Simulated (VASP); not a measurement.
# ZrO2 (P4_2/nmc) in VASP: single point with PBE

Aim: the single point of ZrO2 with PBE.

Everything below comes from runs of VASP 6.6.1. Logs are shortened: lines on timing, memory, paths and dates and some standing lists are left out, and cuts for length are marked.

### Step 1. Starting point

The structure is tetragonal, space group P4_2/nmc (No. 137). Conventional cell: a = 3.621 Å, b = 3.621 Å, c = 5.283 Å, α = 90.00°, β = 90.00°, γ = 90.00°. Around Zr (site symmetry -4m2) lie 4 O at 2.08 Å. Around O (site symmetry 2mm) lie 2 Zr at 2.08 Å.

### Step 2. Single point, PBE, non-collinear spin, zero start, spin-orbit coupling

File INCAR:

```
PREC = Accurate
ENCUT = 520
EDIFF = 1E-7
ISMEAR = -1
SIGMA = 0.0155
LREAL = F
LASPH = T
NELM = 150
ALGO = Normal
ISIF = 2
LWAVE = F
LCHARG = F
MAGMOM = 0 0 0 0 0 0 0 0 0 0 0 0 0 0 0 0 0 0
LORBIT = 11
LSORBIT = T
GGA_COMPAT = F
LORBMOM = T
LMAXMIX = 4
GGA = PE
NBANDS = 64
```

File KPOINTS:

```
regular mesh
0
Gamma
  6 6 4
```

File POSCAR:

```
ZrO2
1.0
    3.6209920951      0.0000000000      0.0000000000
    0.0000000000      3.6209920951      0.0000000000
    0.0000000000      0.0000000000      5.2826482468
Zr O
2 4
Direct
    0.0000000000      0.0000000000      0.0000000000
    0.5000000000      0.5000000000      0.5000000000
    0.0000000000      0.5000000000      0.1927777416
    0.0000000000      0.5000000000      0.6927777416
    0.5000000000      0.0000000000      0.3072222584
    0.5000000000      0.0000000000      0.8072222584
```

Potentials or basis: VASP PAW PBE potentials, release 64 (Zr_sv, O).

The run is started by

```
cat potpaw_PBE.64/Zr_sv/POTCAR potpaw_PBE.64/O/POTCAR > POTCAR
mpirun -np 1 vasp_ncl > vasp.out
```

OUTCAR:

```text
PREC = Accurate
   ENCUT = 520
   EDIFF = 1E-7
   ISMEAR = -1
   LREAL = F
   LASPH = T
   NELM = 150
   ISIF = 2
   LORBIT = 11
   LSORBIT = T
   GGA = PE

 ion  position               nearest neighbor table
   1  0.000  0.000  0.000-   3 2.08   6 2.08   3 2.08   6 2.08   5 2.43   4 2.43   5 2.43   4 2.43
                             2 3.68   2 3.68   2 3.68   2 3.68   2 3.68   2 3.68   2 3.68   2 3.68
   2  0.500  0.500  0.500-   4 2.08   5 2.08   5 2.08   4 2.08   3 2.43   6 2.43   3 2.43   6 2.43
                             1 3.68   1 3.68   1 3.68   1 3.68   1 3.68   1 3.68   1 3.68   1 3.68
   3  0.000  0.500  0.193-   1 2.08   1 2.08   2 2.43   2 2.43
   4  0.000  0.500  0.693-   2 2.08   2 2.08   1 2.43   1 2.43
   5  0.500  0.000  0.307-   2 2.08   2 2.08   1 2.43   1 2.43
   6  0.500  0.000  0.807-   1 2.08   1 2.08   2 2.43   2 2.43

  LATTYP: Found a simple tetragonal cell.
 ALAT       =     3.6209920951
 C/A-ratio  =     1.4588952718

  Lattice vectors:

 A1 = (   3.6209920951,   0.0000000000,   0.0000000000)
 A2 = (   0.0000000000,   3.6209920951,   0.0000000000)
 A3 = (   0.0000000000,   0.0000000000,   5.2826482468)

Analysis of symmetry for initial positions (statically):
=====================================================================
 Subroutine PRICEL returns:
 Original cell was already a primitive cell.

 Routine SETGRP: Setting up the symmetry group for a
 simple tetragonal supercell.

 Subroutine GETGRP returns: Found 16 space group operations
 (whereof  8 operations were pure point group operations)
 out of a pool of 16 trial point group operations.

The static configuration has the point symmetry D_2d.
 The point group associated with its full space group is D_4h.

Analysis of symmetry for dynamics (positions and initial velocities):
=====================================================================
 Subroutine PRICEL returns:
 Original cell was already a primitive cell.

 Routine SETGRP: Setting up the symmetry group for a
 simple tetragonal supercell.

 Subroutine GETGRP returns: Found 16 space group operations
 (whereof  8 operations were pure point group operations)
 out of a pool of 16 trial point group operations.

The dynamic configuration has the point symmetry D_2d.
 The point group associated with its full space group is D_4h.

Analysis of structural, dynamic, and magnetic symmetry:
=====================================================================
 Subroutine PRICEL returns:
 Original cell was already a primitive cell.

 Routine SETGRP: Setting up the symmetry group for a
 simple tetragonal supercell.

 Subroutine GETGRP returns: Found 16 space group operations
 (whereof  8 operations were pure point group operations)
 out of a pool of 16 trial point group operations.

The overall configuration has the point symmetry D_2d.
 The point group associated with its full space group is D_4h.

 Subroutine INISYM returns: Found 16 space group operations
 (whereof  8 operations are pure point group operations),
 and found     1 'primitive' translations

----------------------------------------------------------------------------------------

                                     Primitive cell

  volume of cell :      69.2639

  direct lattice vectors                    reciprocal lattice vectors
     3.620992095  0.000000000  0.000000000     0.276167408  0.000000000  0.000000000
     0.000000000  3.620992095  0.000000000     0.000000000  0.276167408  0.000000000
     0.000000000  0.000000000  5.282648247     0.000000000  0.000000000  0.189298994

  length of vectors
     3.620992095  3.620992095  5.282648247     0.276167408  0.276167408  0.189298994

  position of ions in fractional coordinates (direct lattice)
     0.000000000  0.000000000  0.000000000
     0.500000000  0.500000000  0.500000000
     0.000000000  0.500000000  0.192777742
     0.000000000  0.500000000  0.692777742
     0.500000000  0.000000000  0.307222258
     0.500000000  0.000000000  0.807222258

  ion indices of the primitive-cell ions
[... 146 lines left out ...]
      5     -20.7629      1.00000
      6     -20.7629      1.00000
[... 1501 lines left out ...]
     59      12.3069      0.00000
     60      12.3069      0.00000

 [... further k-points ...]

 [bands above 60 left out]

------------------------ aborting loop because EDIFF is reached ----------------------------------------

  FORCE on cell =-STRESS in cart. coord.  units (eV):
  Direction    XX          YY          ZZ          XY          YZ          ZX
  --------------------------------------------------------------------------------------
  -------------------------------------------------------------------------------------
  Total        0.1594251      0.1594251      0.1112294      0.0000000      0.0000000      0.0000000
  in kB        3.6877402      3.6877402      2.5729017      0.0000000      0.0000000      0.0000000
  external PRESSURE =       3.3161273 kB  Pullay stress =       0.0000000 kB

 VOLUME and BASIS-vectors are now :
 -----------------------------------------------------------------------------
  energy-cutoff  :      520.00
  volume of cell :       69.26
      direct lattice vectors                 reciprocal lattice vectors
     3.620992095  0.000000000  0.000000000     0.276167408  0.000000000  0.000000000
     0.000000000  3.620992095  0.000000000     0.000000000  0.276167408  0.000000000
     0.000000000  0.000000000  5.282648247     0.000000000  0.000000000  0.189298994

 POSITION                                       TOTAL-FORCE (eV/Angst)
 -----------------------------------------------------------------------------------
      0.00000      0.00000      0.00000         0.000000     -0.000000      0.000000
      1.81050      1.81050      2.64132        -0.000000      0.000000      0.000000
      0.00000      1.81050      1.01838         0.000000      0.000000      0.019541
      0.00000      1.81050      3.65970         0.000000      0.000000      0.019541
      1.81050      0.00000      1.62295        -0.000000      0.000000     -0.019541
      1.81050      0.00000      4.26427         0.000000      0.000000     -0.019541
 -----------------------------------------------------------------------------------
    total drift:                                0.000000     -0.000000     -0.000000

  FREE ENERGIE OF THE ION-ELECTRON SYSTEM (eV)
  ---------------------------------------------------
  free  energy   TOTEN  =       -57.4754419498 eV

  energy  without entropy=      -57.4754419498  energy(sigma->0) =      -57.47544195

 orbital moment (x)

 # of ion     p       d       tot
 ----------------------------------------
  1         0.000  -0.000  -0.000
  2         0.000  -0.000  -0.000
  3        -0.000   0.000  -0.000
  4         0.000   0.000   0.000
  5        -0.000   0.000  -0.000
  6        -0.000   0.000  -0.000
 ----------------------------------------
           -0.000  -0.000  -0.000

 orbital moment (y)

 # of ion     p       d       tot
 ----------------------------------------
  1         0.000  -0.000  -0.000
  2         0.000   0.000   0.000
  3        -0.000   0.000  -0.000
  4        -0.000   0.000  -0.000
  5         0.000   0.000   0.000
  6        -0.000   0.000  -0.000
 ----------------------------------------
           -0.000   0.000   0.000

 orbital moment (z)

 # of ion     p       d       tot
 ----------------------------------------
  1         0.000   0.000   0.000
  2         0.000   0.000   0.000
  3        -0.000   0.000  -0.000
  4         0.000   0.000   0.000
  5         0.000   0.000   0.000
  6        -0.000   0.000  -0.000
 ----------------------------------------
           -0.000   0.000   0.000

 Spin-Orbit-Coupling matrix elements

 Ion:    1  E_soc:     -0.1336269
 l=   1
     0.0000000    -0.0219295    -0.0219078
    -0.0219295     0.0000000    -0.0219295
    -0.0219078    -0.0219295     0.0000000
 l=   2
     0.0000000    -0.0000636     0.0000000    -0.0000636    -0.0002742
    -0.0000636     0.0000000    -0.0001857    -0.0000929    -0.0000905
     0.0000000    -0.0001857     0.0000000    -0.0001857     0.0000000
    -0.0000636    -0.0000929    -0.0001857     0.0000000    -0.0000905
    -0.0002742    -0.0000905     0.0000000    -0.0000905     0.0000000
 l=   3
     0.0000000     0.0000000     0.0000000     0.0000000     0.0000000     0.0000000     0.0000000
     0.0000000     0.0000000     0.0000000     0.0000000     0.0000000     0.0000000     0.0000000
     0.0000000     0.0000000     0.0000000     0.0000000     0.0000000     0.0000000     0.0000000
     0.0000000     0.0000000     0.0000000     0.0000000     0.0000000     0.0000000     0.0000000
[... 89 lines left out ...]
 l=   2
     0.0000000     0.0000000     0.0000000     0.0000000     0.0000000
     0.0000000     0.0000000     0.0000000     0.0000000     0.0000000
     0.0000000     0.0000000     0.0000000     0.0000000     0.0000000
     0.0000000     0.0000000     0.0000000     0.0000000     0.0000000
     0.0000000     0.0000000     0.0000000     0.0000000     0.0000000
 l=   3
     0.0000000     0.0000000     0.0000000     0.0000000     0.0000000     0.0000000     0.0000000
     0.0000000     0.0000000     0.0000000     0.0000000     0.0000000     0.0000000     0.0000000
     0.0000000     0.0000000     0.0000000     0.0000000     0.0000000     0.0000000     0.0000000
     0.0000000     0.0000000     0.0000000     0.0000000     0.0000000     0.0000000     0.0000000
     0.0000000     0.0000000     0.0000000     0.0000000     0.0000000     0.0000000     0.0000000
     0.0000000     0.0000000     0.0000000     0.0000000     0.0000000     0.0000000     0.0000000
     0.0000000     0.0000000     0.0000000     0.0000000     0.0000000     0.0000000     0.0000000

 total charge

# of ion       s       p       d       tot
------------------------------------------
    1        2.176   6.046   1.371   9.593
    2        2.176   6.046   1.371   9.593
    3        1.565   3.523   0.000   5.088
    4        1.565   3.523   0.000   5.088
    5        1.565   3.523   0.000   5.088
    6        1.565   3.523   0.000   5.088
--------------------------------------------------
tot         10.612  26.183   2.742  39.537

 magnetization (x)

# of ion       s       p       d       tot
------------------------------------------
    1        0.000   0.000   0.000   0.000
    2        0.000   0.000   0.000   0.000
    3        0.000   0.000   0.000   0.000
    4        0.000   0.000   0.000   0.000
    5        0.000   0.000   0.000   0.000
    6        0.000   0.000   0.000   0.000
--------------------------------------------------
tot          0.000   0.000   0.000   0.000

 magnetization (y)

# of ion       s       p       d       tot
------------------------------------------
    1        0.000   0.000   0.000   0.000
    2        0.000   0.000   0.000   0.000
    3        0.000   0.000   0.000   0.000
    4       -0.000  -0.000   0.000  -0.000
    5       -0.000  -0.000   0.000  -0.000
    6        0.000  -0.000   0.000  -0.000
--------------------------------------------------
tot         -0.000  -0.000   0.000  -0.000

 magnetization (z)

# of ion       s       p       d       tot
------------------------------------------
    1        0.000  -0.000   0.000   0.000
    2        0.000   0.000   0.000   0.000
    3        0.000  -0.000   0.000  -0.000
    4        0.000  -0.000   0.000  -0.000
    5       -0.000  -0.000   0.000  -0.000
    6        0.000  -0.000   0.000  -0.000
--------------------------------------------------
tot          0.000  -0.000   0.000  -0.000
```

Run time: 2.3 min. Hardware: 1 thread of Intel Xeon 6975P-C (Granite Rapids), shared host; peak memory 0.4 GiB.

What came out:

```
Free energy                                           : -57.4754 eV
Pressure                                              : 0.3 GPa
Largest force                                         : 0.020 eV/Å
Net moment                                            : 0.00 μB per cell
Valence electrons inside the program's atomic spheres : Zr 9.59; O 5.09
```

Forces on the atoms (eV/Å):
```
Zr   0.000  0.000  0.000
Zr   0.000  0.000  0.000
O    0.000  0.000  0.020
O    0.000  0.000  0.020
O    0.000  0.000 -0.020
O    0.000  0.000 -0.020
```

Moments on the atoms (μB; x, y, z):
```
Zr  0.00 0.00 0.00
Zr  0.00 0.00 0.00
O   0.00 0.00 0.00
O   0.00 0.00 0.00
O   0.00 0.00 0.00
O   0.00 0.00 0.00
```
